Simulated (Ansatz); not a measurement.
**CdS: pressure against volume**

One table from this session's results is given with a row withheld; the runs are named, their logs left out.

Method: DFT PBE, scalar-relativistic, in Ansatz 0.2.0.

### The system as given

The structure is hexagonal, space group P6_3mc (No. 186). Conventional cell: a = 4.135 Å, b = 4.135 Å, c = 6.749 Å, α = 90.00°, β = 90.00°, γ = 120.00°. Around Cd (site symmetry 3m) lie 4 S at 2.51 to 2.60 Å. S (site symmetry 3m) is surrounded by 4 Cd at 2.51 to 2.60 Å.

Structure file:

```cif
data_structure
_symmetry_space_group_name_H-M 'P6_3mc'
_symmetry_Int_Tables_number 186
_cell_length_a 4.1348
_cell_length_b 4.1348
_cell_length_c 6.7490
_cell_angle_alpha 90.000
_cell_angle_beta 90.000
_cell_angle_gamma 120.000
_cell_volume 99.93
loop_
_atom_site_label
_atom_site_type_symbol
_atom_site_symmetry_multiplicity
_atom_site_Wyckoff_symbol
_atom_site_fract_x
_atom_site_fract_y
_atom_site_fract_z
_atom_site_occupancy
Cd1 Cd 2 b 0.33333 0.66667 0.00000 1
S1 S 2 b 0.33333 0.66667 0.38500 1
```

The file gives the conventional cell by its symmetry; the runs use the cell typed in the input.

Atoms are numbered in the order of the input: Cd1, Cd2, S3, S4.

The first run:

The input, input.yaml:

```yaml
crystal:
  lattice:
    - [4.050391862, 0.0, 0.0]
    - [-2.025195931, 3.5077422478, 0.0]
    - [0.0, 0.0, 6.6112266477]
  atoms:
    - { symbol: Cd, position: [0.3333333333, 0.6666666667, 0.0] }
    - { symbol: Cd, position: [0.6666666667, 0.3333333333, 0.5] }
    - { symbol: S, position: [0.3333333333, 0.6666666667, 0.385] }
    - { symbol: S, position: [0.6666666667, 0.3333333333, 0.885] }
kpoints:
  mp_grid: { grid: [7, 7, 4] }
  band_path:
    path:
      - [0.0, 0.0, 0.0]
      - [0.5, 0.0, 0.0]
      - [0.3333333333, 0.3333333333, 0.0]
      - [0.0, 0.0, 0.0]
      - [0.0, 0.0, 0.5]
      - [0.5, 0.0, 0.5]
      - [0.3333333333, 0.3333333333, 0.5]
      - [0.0, 0.0, 0.5]
      - [0.5, 0.0, 0.5]
    npoints: 5
scf:
  occupations: { method: fermi_dirac, width: 0.01 }
hamiltonian:
  xc: pbe
  pseudopotentials: { kind: all_electron, lapw: { basis_error: 0.001 } }
output:
  forces: true
  stress: true
  eigenvalues: true
```

Started as:

```sh
$ ansatz run input.yaml --threads 1 --pin off --max-ram 4096MiB --backend cpu --events-out ev --progress --plain --runs-dir out
```

Among the steps run: Volume × 0.94, LAPW; Volume × 0.94, PAW; Volume × 0.94, crystal datasets; Volume × 0.98, LAPW; Volume × 0.98, PAW; Volume × 0.98, crystal datasets; Volume × 1.01, LAPW; Volume × 1.01, PAW; Volume × 1.01, crystal datasets; Volume × 1.04, LAPW; Volume × 1.04, PAW; Volume × 1.04, crystal datasets.

One table of the session follows, with a row left open; its other results are not shown here.

```
          method  volume (Å³/atom)  pressure (GPa)  gap on the k mesh (eV)  largest force (eV/Å)
            LAPW            23.483            7.13                    1.36                 0.329
            LAPW            24.482            3.92                    1.27                 0.282
            LAPW            25.231            1.93                    1.20                 0.251
            LAPW            25.981            0.24                    1.14                 0.224
             PAW            23.483               ?                       ?                     ?
             PAW            24.482            3.89                    1.27                 0.281
             PAW            25.231            1.90                    1.20                 0.251
             PAW            25.981            0.21                    1.14                 0.223
crystal datasets            23.483            7.13                    1.36                 0.329
crystal datasets            24.482            3.92                    1.27                 0.282
crystal datasets            25.231            1.93                    1.20                 0.251
crystal datasets            25.981            0.23                    1.14                 0.224
```

Q: Estimate the row for PAW, 23.483 from the others.

The run gave: pressure (GPa): 7.09; gap on the k mesh (eV): 1.36; largest force (eV/Å): 0.328. In the column «pressure (GPa)» it lies between crystal datasets, 24.482 (3.92) and LAPW, 23.483 (7.13).

Caveats from the session: Warnings in the runs' records: gradients without spin orbit, crystal datasets made.
